Tungsten carbide is a stiff metal in which each atom touches six of the other kind. The table gives the volume per atom at which each method puts its static lattice to rest.

Kohn–Sham DFT calculations with VASP for hexagonal tungsten carbide (WC, space group P-6m2), using the functionals and dispersion corrections listed; the basis column gives the plane-wave cutoff. Cell and atomic positions are relaxed for a static lattice, without spin polarisation or spin–orbit coupling and with Fermi–Dirac smearing of 0.05 eV.

| method | rung | potentials | basis | k mesh | equilibrium volume (Å³/atom) |
| --- | --- | --- | --- | --- | --- |
| LDA | LDA | VASP PAW LDA potentials, recommended | 600 eV | 10x10x9 2-atom cell | 10.193 |
| AM05 | GGA | VASP PAW PBE potentials, recommended | 600 eV | 10x10x9 2-atom cell | 10.257 |
| BLYP | GGA | VASP PAW PBE potentials, recommended | 600 eV | 10x10x9 2-atom cell | 10.955 |
| BLYP-D3(BJ) | GGA | VASP PAW PBE potentials, recommended | 600 eV | 10x10x9 2-atom cell | 10.481 |
| BLYP-D4 | GGA | VASP PAW PBE potentials, recommended | 600 eV | 10x10x9 2-atom cell | 10.558 |
| PBE | GGA | VASP PAW PBE potentials, gw | 680 eV | 10x10x9 2-atom cell | 10.521 |
| PBEsol | GGA | VASP PAW PBE potentials, recommended | 600 eV | 10x10x9 2-atom cell | 10.318 |
| PBEsol-D4 | GGA | VASP PAW PBE potentials, recommended | 600 eV | 10x10x9 2-atom cell | 10.214 |
| RPBE | GGA | VASP PAW PBE potentials, recommended | 600 eV | 10x10x9 2-atom cell | 10.669 |
| RPBE-D3 | GGA | VASP PAW PBE potentials, recommended | 600 eV | 10x10x9 2-atom cell | 10.447 |
| RPBE-D3(BJ) | GGA | VASP PAW PBE potentials, recommended | 600 eV | 10x10x9 2-atom cell | 9.606 |
| RPBE-D4 | GGA | VASP PAW PBE potentials, recommended | 600 eV | 10x10x9 2-atom cell | 10.292 |
| revPBE | GGA | VASP PAW PBE potentials, recommended | 600 eV | 10x10x9 2-atom cell | 10.637 |
| revPBE-D3 | GGA | VASP PAW PBE potentials, recommended | 600 eV | 10x10x9 2-atom cell | 10.404 |
| revPBE-D4 | GGA | VASP PAW PBE potentials, recommended | 600 eV | 10x10x9 2-atom cell | 10.301 |
| PBE0 | hybrid | VASP PAW PBE potentials, recommended | 600 eV | 5x5x5 2-atom cell | 10.297 |

**1. From LDA down to BLYP: which cell is larger, and does it matter in practice?**

BLYP gives the larger cell, by 7.5 % of the LDA volume. Since density is mass over volume, the predicted density changes by about as much. A length changes by only a third of that, 2.4 %, so the percentage error in density is about three times that in bond length. AM05, which like BLYP takes the gradient of the electron density into account, stays close to LDA. Gradient correction as such therefore does not fix the volume; its form does.

**2. The two rows below BLYP: what does a dispersion term change?**

It shrinks the cell. Dispersion is an attraction between atoms, stronger at short distance, so adding it pulls the lattice together until the parent functional pushes back equally hard. D3(BJ) adds 1.06 eV per atom of attraction to BLYP and takes 4.3 % off the volume; D4 adds 0.92 eV and takes off 3.6 %. The larger pull gives the smaller cell.

**3. PBE and PBEsol: why do two functionals of the same family disagree?**

They reward an uneven electron density differently. When a crystal expands, the density between its atoms thins out and becomes more uneven, so a functional that gives more exchange energy to uneven regions favours a larger cell. The reward can be read from the enhancement factor, the exchange energy relative to that of a uniform electron gas of the same density. At a moderate gradient it is about 1.1 for PBEsol, 1.17 for PBE and about 1.19 for revPBE and RPBE, with RPBE slightly ahead.

The volumes follow the same order. This agreement supports the argument but does not isolate exchange, because PBEsol also treats correlation differently and the PBE row uses other potentials. BLYP has the largest cell although its exchange enhancement at this gradient is only about that of PBE, so it needs a further reason. A likely one is that its correlation part fails for a uniform electron gas, which matters in a metal; these runs do not test it.

**4. RPBE and RPBE-D4: how does the crystal settle how far to shrink?**

Treat the parent functional as a spring. Let V₀ be its own volume, V the volume with dispersion, and x = ln(V₀/V) the compression. The spring stores the resisting energy W = kx²/2, where k is its stiffness. If the dispersion energy has size D and grows as 1/Vⁿ, it pulls with strength nD. At rest kx = nD, and eliminating k gives n = 2W/(xD).

For RPBE-D4, x = ln(10.669/10.292) = 0.036. The dispersion energy is 0.942 eV per atom, but the total energy falls by only 0.926 eV; the difference, W = 0.016 eV, is the price of compressing the lattice. Hence n = 2 × 0.016/(0.036 × 0.942), or a little under 1. The spring stiffness, 2W/x², is about 25 eV per atom, so 1 eV of dispersion energy should shrink this crystal by roughly 1/25, or 4 %.

The exponent is close to 1 in all eight rows with dispersion, though it is only loosely fixed for PBEsol-D4, where the resisting energy is tiny. An undamped attraction falling as 1/R⁶ with distance R would give n = 2, because R³ scales with volume. Dispersion corrections are damped at bonding distances, where the functional already describes much of the interaction. That is a likely reason why the attraction here grows with a smaller exponent. The coefficients of D3 and D4 also depend on the surroundings of each atom and can change as the cell shrinks; these runs do not separate the two effects.

**5. RPBE-D3(BJ): why is this cell smaller even than that of LDA?**

The pull is far too large. It amounts to 2.86 eV per atom, three times that of D4 on the same parent functional, and the cell ends 5.8 % below the LDA volume. The exponent and the implied stiffness are both close to those of the other rows, so it is the size of the correction that is out of line. This pairing is known to shrink metals far too much, and its volume should not be read as a property of tungsten carbide.

The row also tests the 4 % rule. A straight line through zero, fitted to the other seven dispersion rows, gives 3.9 % of shrinkage per eV and follows them to about 0.2 percentage points. For RPBE-D3(BJ), which was kept out of the fit, it forecasts 11 % where the calculation gives 10 %. An overshoot is to be expected: a solid usually stiffens as it is compressed, and the percentage shrinkage grows more slowly than the compression x.

**6. revPBE-D4 beside RPBE-D4: does the parent functional still matter once D4 is added?**

Less than before, but it does. The four parents that also appear with D4 (PBEsol, revPBE, RPBE and BLYP) span 0.64 Å³ per atom on their own and 0.34 Å³ with it. D4 is adjusted separately to each functional. Here it adds little attraction to PBEsol, whose cell is already small, and about three times as much to the other three.

revPBE and RPBE, only 0.03 Å³ apart on their own, end up within 0.01 Å³ of each other, while BLYP-D4 stays clearly larger. Dispersion thus makes up for part of the difference between parents, but it is not a general repair for the volume of a metal. For a neighbouring case, k can be found as the bulk modulus times the volume per atom. The dispersion energy per atom divided by k then gives a first guess of the shrinkage, provided that the exponent is again near 1.

**7. PBE0, the last row: is its smaller cell an effect of exact exchange, and which digits count?**

PBE0 lies 2.1 % below PBE, but the two rows also differ in potentials, cutoff and k mesh. The filling of the levels differs as well: at the centre of the Brillouin zone the PBE0 run fills a level that lies just above the Fermi energy in the other runs, and practically no level on its coarser mesh is partly filled. A contraction on going from PBE to PBE0 is common; how much of this one belongs to exact exchange cannot be read from the pair. Nor does the higher rung set the volume apart, since PBE0 falls within the range of the GGAs without dispersion.

The third decimal carries no physical message. The largest pressure left after relaxation shifts a volume by only about 0.003 Å³, but the effects of mesh, cutoff and potentials come on top. Meshes and cutoffs are usual working values, not converged limits. None of the runs carries a warning of its own; the data makers' general caution about coarse k meshes rests on tests on other systems and does not say how large the error is here. RPBE-D4, PBE0 and revPBE-D4 lie within 0.01 Å³ of one another and cannot be ranked. The shifts of several tenths of an Å³ caused by the larger dispersion terms are a different matter: they appear at unchanged potentials, cutoff and mesh, and they follow the size of the pull. The printed analysis below lists pull, resistance and exponent for each row.

The analysis program printed:

```
Pull and resistance (zeros where there is no dispersion term):
          row  dispersion energy gained eV/atom  shrinkage from parent %  resisting energy meV/atom  exponent n  implied stiffness GPa
          LDA                                 0                        0                          0           0                      0
         AM05                                 0                        0                          0           0                      0
         BLYP                                 0                        0                          0           0                      0
  BLYP-D3(BJ)                             1.064                    4.327                      23.99        1.02                  358.7
      BLYP-D4                            0.9181                    3.624                      16.59      0.9788                    356
          PBE                                 0                        0                          0           0                      0
       PBEsol                                 0                        0                          0           0                      0
    PBEsol-D4                            0.2868                    1.008                      1.375      0.9465                  416.1
         RPBE                                 0                        0                          0           0                      0
      RPBE-D3                            0.5247                    2.081                      5.615       1.018                  381.4
  RPBE-D3(BJ)                              2.86                    9.963                      147.8      0.9844                  402.9
      RPBE-D4                            0.9424                    3.534                      16.43      0.9689                  381.2
       revPBE                                 0                        0                          0           0                      0
    revPBE-D3                            0.6175                     2.19                       6.45      0.9432                  396.1
    revPBE-D4                            0.8177                    3.159                      13.08      0.9964                  382.3
         PBE0                                 0                        0                          0           0                      0
BLYP volume above LDA, %: 7.476
the same as a length, %: 2.432
PBE volume above PBEsol, %: 1.967
RPBE volume above PBE, %: 1.407
exchange enhancement at reduced gradient 1, PBEsol: 1.104
exchange enhancement at reduced gradient 1, PBE: 1.173
exchange enhancement at reduced gradient 1, revPBE: 1.186
exchange enhancement at reduced gradient 1, RPBE: 1.192
spread of the four parents without dispersion, A^3/atom: 0.637
spread of the same four with D4, A^3/atom: 0.344
mean exponent n of the eight dispersion rows: 0.982
shrinkage per eV/atom of dispersion energy, seven rows, %: 3.882
largest miss of this rule in the seven rows, percentage points: 0.2068
shrinkage the rule forecasts for RPBE-D3(BJ), %: 11.1
dispersion energy of RPBE-D3(BJ) over that of RPBE-D4: 3.035
RPBE-D3(BJ) volume below LDA, %: 5.759
PBE0 volume below PBE, %: 2.129
volume shift from the largest residual pressure (0.136 GPa, PBEsol-D4), A^3/atom: 0.003347
```
